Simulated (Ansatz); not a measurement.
Runs of Ansatz 0.2.0 on GaAs. Symmetry: F-43m, No. 216, cubic system. The conventional cell has a = 5.654 Å, b = 5.654 Å, c = 5.654 Å, α = 90.00°, β = 90.00°, γ = 90.00°. As (site symmetry -43m) is surrounded by 4 Ga at 2.45 Å. Ga (site symmetry -43m) is surrounded by 4 As at 2.45 Å. 

| task | level | cell | k mesh | cutoff (eV) | smearing | basis error allowed | gap on the mesh (eV) | pressure (GPa) | relaxed volume (Å³/atom) |
| --- | --- | --- | --- | --- | --- | --- | --- | --- | --- |
| relaxation of cell and atoms | PBE | relaxed | 8 × 8 × 8 | - | fermi-dirac 0.05 eV | 0.001 eV/atom | - | 0.0 | 23.71 |
| single point | PBE | as given | 6 × 6 × 6 | 291 | fermi-dirac 0.04 eV | 0.002 eV/atom | (a) | 3.3 | - |
| elastic constants | LDA | as given | 6 × 6 × 6 | 342 | fermi-dirac 0.05 eV | 0.001 eV/atom | 0.28 | -1.9 | - |
| relaxation of cell and atoms | PBE+D3(BJ) | relaxed | 8 × 8 × 8 | - | fermi-dirac 0.05 eV | 0.001 eV/atom | (b) | 0.0 | 22.85 |
| relaxation of cell and atoms | RPBE | relaxed | 8 × 8 × 8 | - | fermi-dirac 0.05 eV | 0.001 eV/atom | - | 0.0 | 24.44 |

Alike in all rows: potentials or basis all-electron LAPW, scalar-relativistic; no spin polarisation.

Q: Estimate the missing entries.

A: (a) 0.52; (b) 0.44.

A k mesh can miss the band edges, and the runs leave out spin-orbit coupling on As, Ga.
